Kohn–Sham DFT for fcc rhodium (one-atom cell) in the programs listed, without spin polarization or spin–orbit coupling and with 0.05 eV Fermi–Dirac smearing. Each bulk modulus is taken at the rest volume of an equation-of-state fit to five (FLEUR) or seven volumes. The measured reference is 264 GPa, a single ultrasound value for a bulk crystal (pmc:11535440).

```
                                program     functional            how the value is got                  potentials or basis  wave cutoff (eV)    k-mesh  computed bulk modulus (GPa)  computed over measured, less one (%)
            JDFTx 1.7.0 (patched build)           RPBE  fit, rest volume 14.31 Å³/atom       PseudoDojo SR PBE 0.5 standard              1197  12x12x12                        236.3                                 -10.5
                   Quantum ESPRESSO 7.5            PBE  fit, rest volume 14.05 Å³/atom              SSSP 1.3 efficiency PBE               816  12x12x12                        257.2                                  -2.6
                          ABACUS 3.10.1            PBE  fit, rest volume 14.06 Å³/atom  PseudoDojo NC SR 0.4.1 PBE standard              1211  12x12x12                        257.8                                  -2.3
                      ABINIT 10.8.3 (1)        RPBE+D3  fit, rest volume 13.73 Å³/atom                     JTH PAW PBE v2.0               544  12x12x12                        265.7                                   0.6
                      ABINIT 10.8.3 (2)        BP86+D2  fit, rest volume 13.36 Å³/atom                     JTH PAW PBE v2.0               544  12x12x12                        272.8                                   3.3
                      ABINIT 10.8.3 (3)         PBE+D4  fit, rest volume 13.59 Å³/atom                     JTH PAW PBE v2.0               435  12x12x12                        282.8                                   7.1
                      ABINIT 10.8.3 (4)  revPBE+D3(BJ)  fit, rest volume 13.44 Å³/atom                     JTH PAW PBE v2.0               435  12x12x12                        287.4                                   8.9
FLEUR MaX-R8.1 (later development tree)         PBEsol  fit, rest volume 13.50 Å³/atom                         all electron               n/a  12x12x12                        297.0                                  12.5
                      ABINIT 10.8.3 (5)      revPBE+D4  fit, rest volume 13.42 Å³/atom                     JTH PAW PBE v2.0               544  12x12x12                        298.8                                  13.2
                      ABINIT 10.8.3 (6)        BP86+D3  fit, rest volume 13.30 Å³/atom                     JTH PAW PBE v2.0               544  12x12x12                        302.6                                  14.6
                      ABINIT 10.8.3 (7)    BP86+D3(BJ)  fit, rest volume 13.23 Å³/atom                     JTH PAW PBE v2.0               544  12x12x12                        310.2                                  17.5
                      ABINIT 10.8.3 (8)         LDA-PZ  fit, rest volume 13.23 Å³/atom                     JTH PAW LDA v2.0               544  12x12x12                        316.2                                  19.8
```

For the bulk modulus of rhodium, the choice of functional matters far more than the choice between the two PBE programs. Quantum ESPRESSO and ABACUS agree to 0.6 GPa, whereas going from PBE to PBEsol raises the result by about 39 GPa. The PBEsol row also changes program and treats all electrons, but the step is far larger than the scatter between the two PBE rows. Both of those use norm-conserving potentials, so their agreement doesn't test the PAW potentials of the ABINIT rows. The RPBE, revPBE and BP86 rows also use potentials made for PBE, a mismatch whose effect the table can't show.

Set against the measured value, the levels without a dispersion term fall in a clear order. RPBE is 10.5% too soft, PBE 2 to 3% too soft, PBEsol 12.5% too stiff and LDA 19.8% too stiff. For a design calculation that tolerates 5%, or about 13 GPa, PBE is the only one of these four that serves. To see how far that success can be trusted, one has to ask where the modulus is taken.

The bulk modulus B measures how hard a solid resists a uniform squeeze. It is the volume V times the curvature of the energy against volume, taken at the rest volume, where the energy is lowest. A squeezed metal is stiffer than a relaxed one, because its ion cores and electrons repel more steeply at short distance. A functional that puts the rest volume too low therefore reads the modulus from a stiffer part of the curve.

The order of the rest volumes follows from what each functional rewards. When a crystal expands, the electron density between the atoms thins out and becomes more uneven. Gradient corrections lower the energy of uneven densities, so they favour a larger volume. RPBE does this more strongly than PBE, PBEsol more weakly, and LDA has no such term. The table agrees: the rest volume shrinks from 14.31 Å³ per atom in RPBE to 13.23 Å³ in LDA.

Two limiting cases show what a change of functional or an added energy term can do. If the change in energy is a straight line in volume, it acts as a constant pressure. The stiffness at any given volume stays the same, and only the rest volume moves. If instead the change has curvature but no slope at the rest volume, the volume stays put and the stiffness itself changes. For small changes the two effects add:

ΔB ≈ B′ p + V ΔE″

Here p is the extra inward pressure, B′ is the rise of the modulus per unit of pressure, and ΔE″ is the curvature of the added energy.

The first limit can be tried on PBEsol. Suppose it differed from PBE only by a pressure; its modulus would then lie on the PBE curve, at the smaller PBEsol volume. With B′ = 5.16 from the PBE curve in ABACUS, a short form of that curve gives

B ≈ 257.8 GPa × (14.06 / 13.50)^5.16 ≈ 318 GPa

The PBEsol calculation gives 297 GPa. The smaller volume thus explains the direction of the step and more than its whole size.

The printed analysis after this text repeats the test with the full Birch–Murnaghan curve, which was fitted to the ABACUS energies alone. That curve meets bare RPBE within 2 GPa, so RPBE and PBE differ almost as in the pressure limit. It overshoots LDA by about 33 GPa. Going from PBE towards LDA, something softens the metal while the smaller volume stiffens it.

Extra binding that fades with distance would do this. Between atoms far apart it must vanish, so its pull has to weaken somewhere as the crystal expands. An energy that rises with volume but ever more slowly bends downward, and this takes stiffness away at fixed volume. The argument gives the sign only if this weakening has already begun near the rest volume, and it doesn't give the size. The numbers agree with it: at a common volume of 13.67 Å³ the order of the four functionals is reversed, with RPBE at about 300 GPa and LDA at about 271 GPa. RPBE and PBE lie within a few GPa of each other there, so only the drop towards PBEsol and LDA is firm.

The common volume also holds a warning about PBE. At 13.67 Å³ its modulus is about 12% above the measured one, not 2 to 3% below. As a rough recollection, the measured cube edge is about 3.8 Å, which puts the real volume near this one. If so, PBE comes out well because its curve is too stiff and its rest volume too large, and the two errors largely cancel. In practice, a PBE modulus should be taken at the PBE rest volume, not in a cell fixed at the measured size.

A dispersion correction is another form of extra binding. PBE+D4 lies 25 GPa above bare PBE, and RPBE+D3 lies 29 GPa above bare RPBE, although program and potentials change in both comparisons. Against the listed measurement, the same kind of step spoils PBE, which was nearly right, and appears to repair RPBE, which was too soft. The 0.6% error of RPBE+D3 is therefore weak evidence for its physics. Dispersion corrections of this kind treat the atoms as separate polarizable bodies and neglect much of the screening by the conduction electrons, so a cancellation of errors is the more likely reading.

The three BP86 rows show how much depends on the version of the correction. They share program, potentials and cutoff, yet run from 273 GPa with D2 to 310 GPa with D3(BJ). That spread is nearly as large as the step from PBE to PBEsol. There is no BP86 row without dispersion, so these rows compare the versions but can't give the full effect of any one of them.

These versions also come close to the two limiting cases. From D3 to D3(BJ) the energy change is almost a straight line in volume, equal to an extra inward pressure of 1.6 GPa. Multiplied by a B′ of about 4.6, this accounts for the rise of 7.6 GPa. From D3 to D2 the curvature does most of the work: it removes about 23 GPa, and the slightly larger volume removes another 6 GPa. Since these pieces come from the same energies as the moduli, the agreement shows where the change arises and is not an independent test of the corrections.

Why D2 has so much downward curvature isn't settled by these numbers. Any attraction that falls off as 1/r⁶ bends the energy downward, so a stronger attraction between distant atoms is one possible cause. Alone it would also pull the crystal inward more strongly, whereas D2 pulls less than D3. A second cause may therefore act with it: the damping, which switches the attraction off at short range. With the large radius that D2 assigns to rhodium, the nearest neighbours, 2.684 Å apart, are expected to sit on the inner side of the switching zone. There the energy gained from their attraction grows faster and faster as they begin to move apart. That would bend the energy downward and also weaken the inward pull. A split of the dispersion energy by neighbour shell would decide the matter.

Small differences between ABINIT rows need care. The energy curves of RPBE+D3, PBE+D4 and both revPBE rows are rougher than the others, which leaves an uncertainty of up to about 5 GPa in the modulus. PBE+D4 and revPBE+D3(BJ) differ by less than that, so their order has no meaning. Before comparing such levels, look at how far the energies scatter about the fitted curve. If the scatter is visible, tighten the settings before changing the functional.

Cost is hardly a reason to choose between these functionals. LDA, PBE, PBEsol and RPBE need similar work per energy at equal settings, and a dispersion correction of the kind used here adds little. Raising the ABINIT cutoff from 435 to 544 eV gives about 1.4 times as many plane waves, since their number grows as the cutoff to the power 3/2. No level was run at both cutoffs, so the table can't show whether the lower one is enough. The larger factor is that a modulus needs several volumes, seven in most of these rows, where a single energy needs one. All rows use the same k-mesh, so the table can't tell whether a coarser and cheaper one would do.

For rhodium at the 5% level, use PBE without a dispersion term, let the volume relax, and fit a smooth energy curve. RPBE+D3 and BP86+D2 also land within 5%, but only PBE is backed here by two programs, with potentials made for it. Since its success seems to rest on cancelling errors too, test it afresh for another metal. If 20% is enough, any row of the table will do, though LDA only just. If 1% is needed, none of these levels can be relied on, even where the listed error is smaller. The measured modulus is a single value softened by temperature and zero-point motion, which the calculations leave out. Without that softening the target would be higher, so PBE would fall further short and PBEsol would overshoot less. A target only about 7 GPa higher would already put PBE outside the 5% and PBE+D4 inside it. At the 1% level, these effects and a second measurement deserve attention before another functional is tried.

The analysis program printed:

```
Moduli in GPa and volumes in A3 per atom:
                                      row  rest volume  B at rest volume  PBE curve read there  PBE curve less computed  B at 13.67 A3  B at 13.67 A3 over measured less one in %
              JDFTx 1.7.0 (patched build)        14.32             236.3                 234.8                   -1.486          300.2                                      13.72
                     Quantum ESPRESSO 7.5        14.05             257.2                 258.9                    1.708          295.1                                      11.79
                            ABACUS 3.10.1        14.06             257.8                 257.8                        0          297.4                                      12.65
                        ABINIT 10.8.3 (1)        13.73             265.7                 291.2                    25.52          270.3                                      2.393
                        ABINIT 10.8.3 (2)        13.36             272.8                 332.8                    59.99            242                                     -8.339
                        ABINIT 10.8.3 (3)        13.59             282.8                 306.3                     23.5          273.6                                      3.646
                        ABINIT 10.8.3 (4)        13.44             287.4                 323.6                    36.18          261.9                                    -0.8161
  FLEUR MaX-R8.1 (later development tree)         13.5               297                 316.8                    19.82          278.1                                      5.347
                        ABINIT 10.8.3 (5)        13.42             298.8                 326.2                    27.42            275                                       4.17
                        ABINIT 10.8.3 (6)         13.3             302.6                 340.7                    38.08          266.1                                     0.7941
                        ABINIT 10.8.3 (7)        13.23             310.2                 349.6                    39.44          265.8                                     0.6589
                        ABINIT 10.8.3 (8)        13.23             316.2                 348.9                    32.74          271.2                                      2.723
PBE in ABACUS less PBE in Quantum ESPRESSO (GPa): 0.6
PBEsol less PBE in ABACUS (GPa): 39.2
LDA less bare RPBE at own rest volumes (GPa): 79.9
LDA less bare RPBE at 13.67 A3 (GPa): -29.03
RPBE+D3 less bare RPBE with program and potentials changed too (GPa): 29.4
PBE+D4 less bare PBE in ABACUS with program and potentials changed too (GPa): 25
BP86 from D2 to D3 (GPa): 29.8
BP86 from D3 to D3(BJ) (GPa): 7.6
D2 against D3, change of B by curvature at the D3 rest volume (GPa): -23.3
D2 against D3, change of B by the shift of volume (GPa): -6.099
D2 modulus forecast from D3 less computed (GPa): 0.4018
D3(BJ) against D3, extra inward pressure (GPa): 1.635
D3(BJ) against D3, change of B by curvature at 13.67 A3 (GPa): -0.293
D3(BJ) modulus forecast from pressure alone less computed (GPa): -0.1023
Largest rough fit uncertainty of B among the four rough ABINIT curves (GPa): 4.862
Plane waves at the higher ABINIT cutoff over those at the lower (ratio): 1.399
```
